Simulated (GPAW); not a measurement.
# Nb (Im-3m) in GPAW: a series of runs

The runs below take Nb through relaxation of cell and atoms, with PBEsol.

All numbers are computed with GPAW 26.7.0; they aren't measurements. Logs are shortened: lines on timing, memory, paths and dates and some standing lists are left out, and cuts for length are marked. The log counts tension as positive stress, the text compression.

## (1) The crystal as given

It takes space group Im-3m (No. 229, cubic). The conventional cell has a = 3.328 Å, b = 3.328 Å, c = 3.328 Å, α = 90.00°, β = 90.00°, γ = 90.00°. Nb (site symmetry m-3m) is surrounded by 8 Nb at 2.88 Å.

## (2) Relaxation of cell and atoms, PBEsol

run.py

```python
from ase import Atoms
from ase.filters import FrechetCellFilter
from ase.io import write
from ase.optimize import BFGS
from gpaw import GPAW, PW, setup_paths

setup_paths.insert(0, '.')

atoms = Atoms(['Nb'],
              cell=[[-1.66395, 1.66395, 1.66395],
                    [1.66395, -1.66395, 1.66395],
                    [1.66395, 1.66395, -1.66395]],
              scaled_positions=[[0.0, 0.0, 0.0]],
              pbc=True)

calc = GPAW(mode=PW(600),
            xc='PBEsol',
            kpts={'size': (11, 11, 11), 'gamma': True},
            occupations={'name': 'fermi-dirac', 'width': 0.05},
            nbands=15,
            convergence={'density': 1e-05, 'forces': 0.0001},
            maxiter=150,
            txt='gpaw.txt')
atoms.calc = calc
opt = BFGS(FrechetCellFilter(atoms), trajectory='relax.traj', logfile='-')
done = opt.run(fmax=0.02, steps=60)
calc.write('gs.gpw')
write('result.traj', atoms)
print('Converged:', done)
print('Cell:', atoms.cell.cellpar().round(4))
print('Volume:', round(atoms.get_volume(), 4))
print(atoms.get_scaled_positions().round(5))
```

Potentials or basis: PAW data sets generated in the run's folder for this functional, pw.

Run with:

```
$ gpaw-setup -f PBEsol Nb
$ OMP_NUM_THREADS=1 python run.py
```

gpaw.txt:

```text
__  _  _
 | _ |_)|_||  |
 |__||  | ||/\| - 26.7.0

Input parameters:
  mode=PW(ecut=600.0),
  convergence={'density': 1e-05, 'forces': 0.0001},
  kpts=MonkhorstPack(size=(11, 11, 11), gamma=True),
  maxiter=150,
  nbands=15,
  occupations=Occupations(name='fermi-dirac', width=0.05),
  xc=XC(name='PBEsol')

Diagonalizing LCAO Hamiltonian
Converting LCAO to pw mode

       Nb

Atoms  # Å, Bohr magnetons
|   | symbol |        x |        y |        z |    initial magnetic moments |
|---|--------|----------|----------|----------|-----------------------------|
| 0 |     Nb | 0.000000 | 0.000000 | 0.000000 | ( 0.0000,  0.0000,  0.0000) |

Unit cell  # Å
| periodic |         x |         y |         z |  lengths |     angles |
|----------|-----------|-----------|-----------|----------|------------|
|      yes | -1.663950 |  1.663950 |  1.663950 | 2.882046 | 109.471221 |
|      yes |  1.663950 | -1.663950 |  1.663950 | 2.882046 | 109.471221 |
|      yes |  1.663950 |  1.663950 | -1.663950 | 2.882046 | 109.471221 |

Number of symmetries: 48
Symmetry operations  # r_c * U_cc + t_c -> r_c
|    | kind |            matrix            |
|----|------|------------------------------|
|  0 |  σ   |  1, 1, 1,  0, 0,-1,  0,-1, 0 |
|  1 |  C4  |  1, 1, 1,  0, 0,-1, -1, 0, 0 |
|  2 |  C2  |  1, 1, 1,  0,-1, 0,  0, 0,-1 |
|  3 |  S6  |  1, 1, 1,  0,-1, 0, -1, 0, 0 |
|  4 |  S6  |  1, 1, 1, -1, 0, 0,  0, 0,-1 |
|  5 |  C4  |  1, 1, 1, -1, 0, 0,  0,-1, 0 |
|  6 |  E   |  1, 0, 0,  0, 1, 0,  0, 0, 1 |
|  7 |  σ   |  1, 0, 0,  0, 1, 0, -1,-1,-1 |
|  8 |  σ   |  1, 0, 0,  0, 0, 1,  0, 1, 0 |
|  9 |  C3  |  1, 0, 0,  0, 0, 1, -1,-1,-1 |
| 10 |  C3  |  1, 0, 0, -1,-1,-1,  0, 1, 0 |
| 11 |  σ   |  1, 0, 0, -1,-1,-1,  0, 0, 1 |
| 12 |  σ   |  0, 1, 0,  1, 0, 0,  0, 0, 1 |
| 13 |  C2  |  0, 1, 0,  1, 0, 0, -1,-1,-1 |
| 14 |  C3  |  0, 1, 0,  0, 0, 1,  1, 0, 0 |
| 15 |  S4  |  0, 1, 0,  0, 0, 1, -1,-1,-1 |
| 16 |  S4  |  0, 1, 0, -1,-1,-1,  1, 0, 0 |
| 17 |  C3  |  0, 1, 0, -1,-1,-1,  0, 0, 1 |
| 18 |  C3  |  0, 0, 1,  1, 0, 0,  0, 1, 0 |
| 19 |  S4  |  0, 0, 1,  1, 0, 0, -1,-1,-1 |
| 20 |  σ   |  0, 0, 1,  0, 1, 0,  1, 0, 0 |
| 21 |  C3  |  0, 0, 1,  0, 1, 0, -1,-1,-1 |
| 22 |  C2  |  0, 0, 1, -1,-1,-1,  1, 0, 0 |
| 23 |  S4  |  0, 0, 1, -1,-1,-1,  0, 1, 0 |
| 24 |  C4  |  0, 0,-1,  1, 1, 1,  0,-1, 0 |
| 25 |  σ   |  0, 0,-1,  1, 1, 1, -1, 0, 0 |
| 26 |  S6  |  0, 0,-1,  0,-1, 0,  1, 1, 1 |
| 27 |  C2  |  0, 0,-1,  0,-1, 0, -1, 0, 0 |
| 28 |  C4  |  0, 0,-1, -1, 0, 0,  1, 1, 1 |
[... 159 lines left out ...]
Fermi level: 10.851
Eigenvalues  # (at kpt = [0.000, 0.000, 0.000])
| band index |      eig [eV] | occ [0-2] |
|------------|---------------|-----------|
|          0 |       -43.426 |     2.000 |
|          1 |       -18.840 |     2.000 |
|          2 |       -18.840 |     2.000 |
|          3 |       -18.840 |     2.000 |
|          4 |         5.006 |     2.000 |
|          5 |        11.259 |     0.001 |
|          6 |        11.259 |     0.001 |
|          7 |        11.259 |     0.001 |
|          8 |        14.076 |     0.000 |
|          9 |        14.076 |     0.000 |
|         10 |        25.245 |     0.000 |
|         11 |        25.245 |     0.000 |
|         12 |        25.245 |     0.000 |
|        ... |               |           |
|         14 |        35.511 |     0.000 |

No gap
No difference between direct/indirect transitions

Stress tensor  # eV/Ang^3
|        x |         y |         z |
|----------|-----------|-----------|
| 0.052728 |  0.000000 |  0.000000 |
| 0.000000 |  0.052728 | -0.000000 |
| 0.000000 | -0.000000 |  0.052728 |

Forces  # eV/Ang
|       x |       y |        z |
|---------|---------|----------|
| 0.00000 | 0.00000 | -0.00000 |  # Nb   0

Interpolating wave functions to new cell

       Nb

Atoms  # Å, Bohr magnetons
|   | symbol |        x |        y |         z |    initial magnetic moments |
|---|--------|----------|----------|-----------|-----------------------------|
| 0 |     Nb | 0.000000 | 0.000000 | -0.000000 | ( 0.0000,  0.0000,  0.0000) |

Unit cell  # Å
| periodic |         x |         y |         z |  lengths |     angles |
|----------|-----------|-----------|-----------|----------|------------|
|      yes | -1.641012 |  1.641012 |  1.641012 | 2.842316 | 109.471221 |
|      yes |  1.641012 | -1.641012 |  1.641012 | 2.842316 | 109.471221 |
|      yes |  1.641012 |  1.641012 | -1.641012 | 2.842316 | 109.471221 |

Number of symmetries: 48
Symmetry operations  # r_c * U_cc + t_c -> r_c
|    | kind |            matrix            |
|----|------|------------------------------|
|  0 |  σ   |  1, 1, 1,  0, 0,-1,  0,-1, 0 |
|  1 |  C4  |  1, 1, 1,  0, 0,-1, -1, 0, 0 |
|  2 |  C2  |  1, 1, 1,  0,-1, 0,  0, 0,-1 |
|  3 |  S6  |  1, 1, 1,  0,-1, 0, -1, 0, 0 |
|  4 |  S6  |  1, 1, 1, -1, 0, 0,  0, 0,-1 |
|  5 |  C4  |  1, 1, 1, -1, 0, 0,  0,-1, 0 |
|  6 |  E   |  1, 0, 0,  0, 1, 0,  0, 0, 1 |
|  7 |  σ   |  1, 0, 0,  0, 1, 0, -1,-1,-1 |
|  8 |  σ   |  1, 0, 0,  0, 0, 1,  0, 1, 0 |
|  9 |  C3  |  1, 0, 0,  0, 0, 1, -1,-1,-1 |
| 10 |  C3  |  1, 0, 0, -1,-1,-1,  0, 1, 0 |
| 11 |  σ   |  1, 0, 0, -1,-1,-1,  0, 0, 1 |
| 12 |  σ   |  0, 1, 0,  1, 0, 0,  0, 0, 1 |
| 13 |  C2  |  0, 1, 0,  1, 0, 0, -1,-1,-1 |
| 14 |  C3  |  0, 1, 0,  0, 0, 1,  1, 0, 0 |
| 15 |  S4  |  0, 1, 0,  0, 0, 1, -1,-1,-1 |
| 16 |  S4  |  0, 1, 0, -1,-1,-1,  1, 0, 0 |
| 17 |  C3  |  0, 1, 0, -1,-1,-1,  0, 0, 1 |
| 18 |  C3  |  0, 0, 1,  1, 0, 0,  0, 1, 0 |
| 19 |  S4  |  0, 0, 1,  1, 0, 0, -1,-1,-1 |
| 20 |  σ   |  0, 0, 1,  0, 1, 0,  1, 0, 0 |
| 21 |  C3  |  0, 0, 1,  0, 1, 0, -1,-1,-1 |
| 22 |  C2  |  0, 0, 1, -1,-1,-1,  1, 0, 0 |
| 23 |  S4  |  0, 0, 1, -1,-1,-1,  0, 1, 0 |
| 24 |  C4  |  0, 0,-1,  1, 1, 1,  0,-1, 0 |
| 25 |  σ   |  0, 0,-1,  1, 1, 1, -1, 0, 0 |
| 26 |  S6  |  0, 0,-1,  0,-1, 0,  1, 1, 1 |
| 27 |  C2  |  0, 0,-1,  0,-1, 0, -1, 0, 0 |
| 28 |  C4  |  0, 0,-1, -1, 0, 0,  1, 1, 1 |
[... 159 lines left out ...]
Fermi level: 11.434
Eigenvalues  # (at kpt = [0.000, 0.000, 0.000])
| band index |      eig [eV] | occ [0-2] |
|------------|---------------|-----------|
|          0 |       -42.780 |     2.000 |
|          1 |       -18.106 |     2.000 |
|          2 |       -18.106 |     2.000 |
|          3 |       -18.106 |     2.000 |
|          4 |         5.521 |     2.000 |
|          5 |        11.837 |     0.001 |
|          6 |        11.837 |     0.001 |
|          7 |        11.837 |     0.001 |
|          8 |        14.791 |     0.000 |
|          9 |        14.791 |     0.000 |
|         10 |        25.964 |     0.000 |
|         11 |        25.964 |     0.000 |
|         12 |        25.964 |     0.000 |
|        ... |               |           |
|         14 |        36.725 |     0.000 |

No gap
No difference between direct/indirect transitions

Stress tensor  # eV/Ang^3
|         x |         y |        z |
|-----------|-----------|----------|
|  0.010050 | -0.000000 | 0.000000 |
| -0.000000 |  0.010050 | 0.000000 |
|  0.000000 |  0.000000 | 0.010050 |

Forces  # eV/Ang
|        x |       y |        z |
|----------|---------|----------|
| -0.00000 | 0.00000 | -0.00000 |  # Nb   0

Interpolating wave functions to new cell

       Nb

Atoms  # Å, Bohr magnetons
|   | symbol |        x |         y |         z |    initial magnetic moments |
|---|--------|----------|-----------|-----------|-----------------------------|
| 0 |     Nb | 0.000000 | -0.000000 | -0.000000 | ( 0.0000,  0.0000,  0.0000) |

Unit cell  # Å
| periodic |         x |         y |         z |  lengths |     angles |
|----------|-----------|-----------|-----------|----------|------------|
|      yes | -1.635923 |  1.635923 |  1.635923 | 2.833502 | 109.471221 |
|      yes |  1.635923 | -1.635923 |  1.635923 | 2.833502 | 109.471221 |
|      yes |  1.635923 |  1.635923 | -1.635923 | 2.833502 | 109.471221 |

Number of symmetries: 48
Symmetry operations  # r_c * U_cc + t_c -> r_c
|    | kind |            matrix            |
|----|------|------------------------------|
|  0 |  σ   |  1, 1, 1,  0, 0,-1,  0,-1, 0 |
|  1 |  C4  |  1, 1, 1,  0, 0,-1, -1, 0, 0 |
|  2 |  C2  |  1, 1, 1,  0,-1, 0,  0, 0,-1 |
|  3 |  S6  |  1, 1, 1,  0,-1, 0, -1, 0, 0 |
|  4 |  S6  |  1, 1, 1, -1, 0, 0,  0, 0,-1 |
|  5 |  C4  |  1, 1, 1, -1, 0, 0,  0,-1, 0 |
|  6 |  E   |  1, 0, 0,  0, 1, 0,  0, 0, 1 |
|  7 |  σ   |  1, 0, 0,  0, 1, 0, -1,-1,-1 |
|  8 |  σ   |  1, 0, 0,  0, 0, 1,  0, 1, 0 |
|  9 |  C3  |  1, 0, 0,  0, 0, 1, -1,-1,-1 |
| 10 |  C3  |  1, 0, 0, -1,-1,-1,  0, 1, 0 |
| 11 |  σ   |  1, 0, 0, -1,-1,-1,  0, 0, 1 |
| 12 |  σ   |  0, 1, 0,  1, 0, 0,  0, 0, 1 |
| 13 |  C2  |  0, 1, 0,  1, 0, 0, -1,-1,-1 |
| 14 |  C3  |  0, 1, 0,  0, 0, 1,  1, 0, 0 |
| 15 |  S4  |  0, 1, 0,  0, 0, 1, -1,-1,-1 |
| 16 |  S4  |  0, 1, 0, -1,-1,-1,  1, 0, 0 |
| 17 |  C3  |  0, 1, 0, -1,-1,-1,  0, 0, 1 |
| 18 |  C3  |  0, 0, 1,  1, 0, 0,  0, 1, 0 |
| 19 |  S4  |  0, 0, 1,  1, 0, 0, -1,-1,-1 |
| 20 |  σ   |  0, 0, 1,  0, 1, 0,  1, 0, 0 |
| 21 |  C3  |  0, 0, 1,  0, 1, 0, -1,-1,-1 |
| 22 |  C2  |  0, 0, 1, -1,-1,-1,  1, 0, 0 |
| 23 |  S4  |  0, 0, 1, -1,-1,-1,  0, 1, 0 |
| 24 |  C4  |  0, 0,-1,  1, 1, 1,  0,-1, 0 |
| 25 |  σ   |  0, 0,-1,  1, 1, 1, -1, 0, 0 |
| 26 |  S6  |  0, 0,-1,  0,-1, 0,  1, 1, 1 |
| 27 |  C2  |  0, 0,-1,  0,-1, 0, -1, 0, 0 |
| 28 |  C4  |  0, 0,-1, -1, 0, 0,  1, 1, 1 |
[... 158 lines left out ...]
Fermi level: 11.569
Eigenvalues  # (at kpt = [0.000, 0.000, 0.000])
| band index |      eig [eV] | occ [0-2] |
|------------|---------------|-----------|
|          0 |       -42.633 |     2.000 |
|          1 |       -17.938 |     2.000 |
|          2 |       -17.938 |     2.000 |
|          3 |       -17.938 |     2.000 |
|          4 |         5.641 |     2.000 |
|          5 |        11.969 |     0.001 |
|          6 |        11.969 |     0.001 |
|          7 |        11.969 |     0.001 |
|          8 |        14.954 |     0.000 |
|          9 |        14.954 |     0.000 |
|         10 |        26.128 |     0.000 |
|         11 |        26.128 |     0.000 |
|         12 |        26.128 |     0.000 |
|        ... |               |           |
|         14 |        37.002 |     0.000 |

No gap
No difference between direct/indirect transitions

Stress tensor  # eV/Ang^3
|         x |         y |         z |
|-----------|-----------|-----------|
| -0.000253 | -0.000000 |  0.000000 |
| -0.000000 | -0.000253 |  0.000000 |
|  0.000000 |  0.000000 | -0.000253 |

Forces  # eV/Ang
|        x |        y |       z |
|----------|----------|---------|
| -0.00000 | -0.00000 | 0.00000 |  # Nb   0

# Writing to gs.gpw (mode='')
```

Run time: 44 s. Hardware: 1 thread of Intel Xeon Platinum 8375C at 2.90GHz (Ice Lake), shared host; peak memory 0.16 GiB.

Results:

| Item | Value |
| --- | --- |
| Free energy | -11.0822 eV |
| Relaxed volume | 17.51 Å³/atom |
| Relaxed cell | a = 2.834 Å, b = 2.834 Å, c = 2.834 Å, α = 109.47°, β = 109.47°, γ = 109.47° |
| Space group after relaxing (to 0.05 Å) | Im-3m (No. 229) |
| Energy gained by relaxing | 24.0 meV/atom |
| Ionic steps | 3 |
| Pressure after relaxing | 0.0 GPa |
| Band gap on the k mesh | none (metal or under the smearing width) |

The path:
```csv
step,energy change (eV),largest force (eV/Å),pressure (GPa),volume (Å³)
1,0.0000,0.0000,-8.45,18.43
2,-0.0234,0.0000,-1.61,17.68
3,-0.0240,0.0000,0.04,17.51
```

Final structure:
```xyz
1
Lattice="-1.6359 1.6359 1.6359 1.6359 -1.6359 1.6359 1.6359 1.6359 -1.6359" Properties=species:S:1:pos:R:3 pbc="T T T"
Nb    0.0000    0.0000    0.0000
```

Caveat: later steps reuse the first step's grids.

## (3) Relaxation of cell and atoms, PBEsol, target pressure 2 GPa, at which the enthalpy is minimised

run.py: that of step 2 with these lines changed.

```diff
@@ -4,2 +4,3 @@
 from ase.optimize import BFGS
+from ase.units import GPa
 from gpaw import GPAW, PW, setup_paths
@@ -24,3 +25,3 @@
 atoms.calc = calc
-opt = BFGS(FrechetCellFilter(atoms), trajectory='relax.traj', logfile='-')
+opt = BFGS(FrechetCellFilter(atoms, scalar_pressure=2 * GPa), trajectory='relax.traj', logfile='-')
 done = opt.run(fmax=0.02, steps=60)
```

Potentials or basis: PAW data sets generated in the run's folder for this functional, pw.

Run with:

```
$ gpaw-setup -f PBEsol Nb
$ OMP_NUM_THREADS=1 python run.py
```

gpaw.txt:

```text
__  _  _
 | _ |_)|_||  |
 |__||  | ||/\| - 26.7.0

Input parameters:
  mode=PW(ecut=600.0),
  convergence={'density': 1e-05, 'forces': 0.0001},
  kpts=MonkhorstPack(size=(11, 11, 11), gamma=True),
  maxiter=150,
  nbands=15,
  occupations=Occupations(name='fermi-dirac', width=0.05),
  xc=XC(name='PBEsol')

Diagonalizing LCAO Hamiltonian
Converting LCAO to pw mode

       Nb

Atoms  # Å, Bohr magnetons
|   | symbol |        x |        y |        z |    initial magnetic moments |
|---|--------|----------|----------|----------|-----------------------------|
| 0 |     Nb | 0.000000 | 0.000000 | 0.000000 | ( 0.0000,  0.0000,  0.0000) |

Unit cell  # Å
| periodic |         x |         y |         z |  lengths |     angles |
|----------|-----------|-----------|-----------|----------|------------|
|      yes | -1.663950 |  1.663950 |  1.663950 | 2.882046 | 109.471221 |
|      yes |  1.663950 | -1.663950 |  1.663950 | 2.882046 | 109.471221 |
|      yes |  1.663950 |  1.663950 | -1.663950 | 2.882046 | 109.471221 |
[... 213 lines left out ...]
No gap
No difference between direct/indirect transitions

Stress tensor  # eV/Ang^3
|        x |         y |         z |
|----------|-----------|-----------|
| 0.052728 |  0.000000 |  0.000000 |
| 0.000000 |  0.052728 | -0.000000 |
| 0.000000 | -0.000000 |  0.052728 |

Forces  # eV/Ang
|        x |        y |       z |
|----------|----------|---------|
| -0.00000 | -0.00000 | 0.00000 |  # Nb   0

Interpolating wave functions to new cell

       Nb

Atoms  # Å, Bohr magnetons
|   | symbol |         x |         y |        z |    initial magnetic moments |
|---|--------|-----------|-----------|----------|-----------------------------|
| 0 |     Nb | -0.000000 | -0.000000 | 0.000000 | ( 0.0000,  0.0000,  0.0000) |

Unit cell  # Å
| periodic |         x |         y |         z |  lengths |     angles |
|----------|-----------|-----------|-----------|----------|------------|
|      yes | -1.635628 |  1.635628 |  1.635628 | 2.832991 | 109.471221 |
|      yes |  1.635628 | -1.635628 |  1.635628 | 2.832991 | 109.471221 |
|      yes |  1.635628 |  1.635628 | -1.635628 | 2.832991 | 109.471221 |
[... 213 lines left out ...]
No gap
No difference between direct/indirect transitions

Stress tensor  # eV/Ang^3
|         x |         y |         z |
|-----------|-----------|-----------|
| -0.000861 |  0.000000 | -0.000000 |
|  0.000000 | -0.000861 |  0.000000 |
| -0.000000 |  0.000000 | -0.000861 |

Forces  # eV/Ang
|       x |       y |       z |
|---------|---------|---------|
| 0.00000 | 0.00000 | 0.00000 |  # Nb   0

Interpolating wave functions to new cell

       Nb

Atoms  # Å, Bohr magnetons
|   | symbol |        x |         y |         z |    initial magnetic moments |
|---|--------|----------|-----------|-----------|-----------------------------|
| 0 |     Nb | 0.000000 | -0.000000 | -0.000000 | ( 0.0000,  0.0000,  0.0000) |

Unit cell  # Å
| periodic |         x |         y |         z |  lengths |     angles |
|----------|-----------|-----------|-----------|----------|------------|
|      yes | -1.629916 |  1.629916 |  1.629916 | 2.823098 | 109.471221 |
|      yes |  1.629916 | -1.629916 |  1.629916 | 2.823098 | 109.471221 |
|      yes |  1.629916 |  1.629916 | -1.629916 | 2.823098 | 109.471221 |
[... 212 lines left out ...]
No gap
No difference between direct/indirect transitions

Stress tensor  # eV/Ang^3
|         x |         y |         z |
|-----------|-----------|-----------|
| -0.012812 | -0.000000 | -0.000000 |
| -0.000000 | -0.012812 | -0.000000 |
| -0.000000 | -0.000000 | -0.012812 |

Forces  # eV/Ang
|        x |       y |       z |
|----------|---------|---------|
| -0.00000 | 0.00000 | 0.00000 |  # Nb   0

# Writing to gs.gpw (mode='')
```

Run time: 43 s. Hardware: 1 thread of Intel Xeon Platinum 8375C at 2.90GHz (Ice Lake), shared host; peak memory 0.15 GiB.

Results:

| Quantity | Value |
| --- | --- |
| Free energy | -11.0809 eV |
| Relaxed volume | 17.32 Å³/atom |
| Relaxed cell | a = 2.823 Å, b = 2.823 Å, c = 2.823 Å, α = 109.47°, β = 109.47°, γ = 109.47° |
| Space group after relaxing (to 0.05 Å) | Im-3m (No. 229) |
| Energy change on relaxing (the enthalpy is what falls) | -22.6 meV/atom |
| Ionic steps | 3 |
| Pressure after relaxing | 2.1 GPa |
| Band gap on the k mesh | none (metal or under the smearing width) |

Step by step:
```
step  energy change (eV)  largest force (eV/Å)  pressure (GPa)  volume (Å³)
   1              0.0000                0.0000           -8.45        18.43
   2             -0.0240                0.0000            0.14        17.50
   3             -0.0226                0.0000            2.05        17.32
```

Final structure:
```xyz
1
Lattice="-1.6299 1.6299 1.6299 1.6299 -1.6299 1.6299 1.6299 1.6299 -1.6299" Properties=species:S:1:pos:R:3 pbc="T T T"
Nb    0.0000    0.0000    0.0000
```

Caveat: later steps reuse the first step's grids.
